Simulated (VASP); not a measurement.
# Ti (P6_3/mmc) in VASP: electric field gradients with r2SCAN

Aim: the electric field gradients of Ti with r2SCAN.

Everything below comes from runs of VASP 6.6.1. Logs are shortened: lines on timing, memory, paths and dates and some standing lists are left out, and cuts for length are marked.

## Step 1: Starting point

It takes space group P6_3/mmc (No. 194, hexagonal). Conventional cell: a = 2.950 Å, b = 2.950 Å, c = 4.680 Å, α = 90.00°, β = 90.00°, γ = 120.00°. Ti (site symmetry -6m2) has 12 Ti at 2.89 to 2.95 Å as nearest neighbours.

## Step 2: Electric field gradients, r2SCAN

INCAR

```
PREC     = Accurate       # precision mode
ENCUT    = 520            # plane-wave cutoff, eV
EDIFF    = 1E-7           # SCF threshold, eV
ISMEAR   = -1             # smearing method
SIGMA    = 0.05           # smearing width, eV
LREAL    = F              # projectors in reciprocal space
LASPH    = T              # aspherical terms in the spheres
NELM     = 100            # most SCF steps
ALGO     = Normal         # electronic algorithm
ISIF     = 2              # what is computed and relaxed
LWAVE    = F              # write WAVECAR
LCHARG   = F              # write CHGCAR
METAGGA  = R2SCAN         # meta-GGA
LMIXTAU  = T            
LEFG     = T
```

KPOINTS

```
regular mesh
0
Gamma
  13 13 7
```

POSCAR

```
Ti
1.0
    2.9500000000      0.0000000000      0.0000000000
   -1.4750000000      2.5547749412      0.0000000000
    0.0000000000      0.0000000000      4.6800000000
Ti
2
Direct
    0.3333333333      0.6666666667      0.2500000000
    0.6666666667      0.3333333333      0.7500000000
```

Potentials or basis: VASP PAW PBE potentials, release 64 (Ti_sv).

Run with:

```console
$ cat potpaw_PBE.64/Ti_sv/POTCAR > POTCAR
$ mpirun -np 1 vasp_std > vasp.out
```

OUTCAR:

```text
PREC = Accurate
   ENCUT = 520
   EDIFF = 1E-7
   ISMEAR = -1
   LREAL = F
   LASPH = T
   NELM = 100
   ISIF = 2
   METAGGA = R2SCAN

 ion  position               nearest neighbor table
   1  0.333  0.667  0.250-   2 2.89   2 2.89   2 2.89   2 2.89   2 2.89   2 2.89
   2  0.667  0.333  0.750-   1 2.89   1 2.89   1 2.89   1 2.89   1 2.89   1 2.89

  LATTYP: Found a hexagonal cell.
 ALAT       =     2.9500000000
 C/A-ratio  =     1.5864406780

  Lattice vectors:

 A1 = (   2.9500000000,   0.0000000000,   0.0000000000)
 A2 = (  -1.4750000000,   2.5547749412,   0.0000000000)
 A3 = (   0.0000000000,   0.0000000000,   4.6800000000)

Analysis of symmetry for initial positions (statically):
=====================================================================
 Subroutine PRICEL returns:
 Original cell was already a primitive cell.

 Routine SETGRP: Setting up the symmetry group for a
 hexagonal supercell.

 Subroutine GETGRP returns: Found 24 space group operations
 (whereof 12 operations were pure point group operations)
 out of a pool of 24 trial point group operations.

The static configuration has the point symmetry D_3d.
 The point group associated with its full space group is D_6h.

Analysis of symmetry for dynamics (positions and initial velocities):
=====================================================================
 Subroutine PRICEL returns:
 Original cell was already a primitive cell.

 Routine SETGRP: Setting up the symmetry group for a
 hexagonal supercell.

 Subroutine GETGRP returns: Found 24 space group operations
 (whereof 12 operations were pure point group operations)
 out of a pool of 24 trial point group operations.

The dynamic configuration has the point symmetry D_3d.
 The point group associated with its full space group is D_6h.

 Subroutine INISYM returns: Found 24 space group operations
 (whereof 12 operations are pure point group operations),
 and found     1 'primitive' translations

----------------------------------------------------------------------------------------

                                     Primitive cell

  volume of cell :      35.2712

[... 118 lines left out ...]
   LRPA    =     F    only Hartree local field effects (RPA)
 non-spin polarized calculation
  energy-cutoff  :      520.00
  volume of cell :       35.27
 maximum number of plane-waves:       975
 NGX is ok and might be reduce to    24
   NGX = 11   NGY = 11   NGZ = 17

 number of electron      24.0000002 magnetization

 Free energy of the ion-electron system (eV)
  ---------------------------------------------------
  ext. energy  EPLUGINS =         0.00000000
  ---------------------------------------------------
  free energy    TOTEN  =       -25.90540665 eV

  energy without entropy =      -25.89041389  energy(sigma->0) =      -25.89791027

 E-fermi :   8.2383     XC(G=0): -12.3183

 val. band max:        8.2369938816   @ k =   0.3846   0.2308   0.2857
 cond. band min:       8.2434559814   @ k =   0.0769   0.0000   0.1429
 fundamental gap:      0.0064620999
 Fermi energy:         8.2383219303

 k-point     1 :       0.0000    0.0000    0.0000
  band No.  band energies     occupation
      1     -51.0317      2.00000
      2     -50.8976      2.00000
      3     -26.5739      2.00000
      4     -25.9353      2.00000
      5     -25.9353      2.00000
      6     -25.8750      2.00000
[... 433 lines left out ...]
      3     -26.4973      2.00000
      4     -26.0285      2.00000
      5     -25.9789      2.00000
      6     -25.9622      2.00000
[... 8 lines left out ...]
     15       9.3989      0.00000
     16       9.8376      0.00000

 [... further k-points ...]
[... 5 lines left out ...]
  --------------------------------------------------------------------------------------
  -------------------------------------------------------------------------------------
  Total       -0.3528553     -0.3528553     -0.4683054      0.0000000      0.0000000      0.0000000
  in kB      -16.0282734    -16.0282734    -21.2725342      0.0000000      0.0000000      0.0000000
  external PRESSURE =     -17.7763603 kB  Pullay stress =       0.0000000 kB

 VOLUME and BASIS-vectors are now :
 -----------------------------------------------------------------------------
  energy-cutoff  :      520.00
  volume of cell :       35.27
      direct lattice vectors                 reciprocal lattice vectors
     2.950000000  0.000000000  0.000000000     0.338983051  0.195711956  0.000000000
    -1.475000000  2.554774941  0.000000000     0.000000000  0.391423911  0.000000000
     0.000000000  0.000000000  4.680000000     0.000000000  0.000000000  0.213675214

 POSITION                                       TOTAL-FORCE (eV/Angst)
 -----------------------------------------------------------------------------------
     -0.00000      1.70318      1.17000        -0.000000      0.000000      0.000000
      1.47500      0.85159      3.51000         0.000000      0.000000      0.000000
 -----------------------------------------------------------------------------------
    total drift:                               -0.000000      0.000000     -0.000000

  FREE ENERGIE OF THE ION-ELECTRON SYSTEM (eV)
  ---------------------------------------------------
  free  energy   TOTEN  =       -25.9054066458 eV

  energy  without entropy=      -25.8904138880  energy(sigma->0) =      -25.89791027

 Electric field gradients (V/A^2)
---------------------------------------------------------------------
 ion       V_xx      V_yy      V_zz      V_xy      V_xz      V_yz
---------------------------------------------------------------------
   1      -8.370    -8.370    16.741    -0.000     0.000    -0.000
   2      -8.370    -8.370    16.741    -0.000    -0.000     0.000
---------------------------------------------------------------------

 Electric field gradients after diagonalization (V/A^2)
 (convention: |V_zz| > |V_xx| > |V_yy|)
----------------------------------------------------------------------
 ion       V_xx      V_yy      V_zz     asymmetry (V_yy - V_xx)/ V_zz
----------------------------------------------------------------------
   1      -8.370    -8.370    16.741       0.000
   2      -8.370    -8.370    16.741       0.000
----------------------------------------------------------------------

           NMR quadrupolar parameters

 Cq : quadrupolar parameter    Cq=e*Q*V_zz/h
 eta: asymmetry parameters     (V_yy - V_xx)/ V_zz
 Q  : nuclear electric quadrupole moment in mb (millibarn)
----------------------------------------------------------------------
 ion       Cq(MHz)       eta       Q (mb)
----------------------------------------------------------------------
   1       0.040       0.000       1.000
   2       0.040       0.000       1.000
----------------------------------------------------------------------
```

stdout:

```text
POSCAR found type information on POSCAR Ti
 POSCAR found :  1 types and       2 ions
 scaLAPACK will be used
 -----------------------------------------------------------------------------
|                                                                             |
|                                                                             |
|     You enforced a specific xc type in the INCAR file but a different       |
|     I HOPE YOU KNOW WHAT YOU ARE DOING!                                     |
|                                                                             |
 -----------------------------------------------------------------------------

 LDA part: xc-table for (None), standard interpolation
 POSCAR, INCAR and KPOINTS ok, starting setup
 FFT: planning ... GRIDC
 FFT: planning ... GRID_SOFT
 FFT: planning ... GRID
 WAVECAR not read
 entering main loop
ion   1

ion   2
```

It took 2.7 min on 1 thread of Intel Xeon Platinum 8259CL at 2.50GHz (Skylake/Cascade Lake), shared host; peak memory 0.18 GiB.

What came out:

| Property | Result |
| --- | --- |
| Free energy | -25.9054 eV |
| Pressure | -1.8 GPa |
| Band gap on the k mesh | none (metal or under the smearing width) |

Electric field gradients, principal values (V/Å²):
```tsv
atom	Vxx	Vyy	Vzz
1 Ti	-8.370	-8.370	16.741
2 Ti	-8.370	-8.370	16.741
```

Caveat: the PAW data sets were made with another functional, which shifts forces and pressure a little.
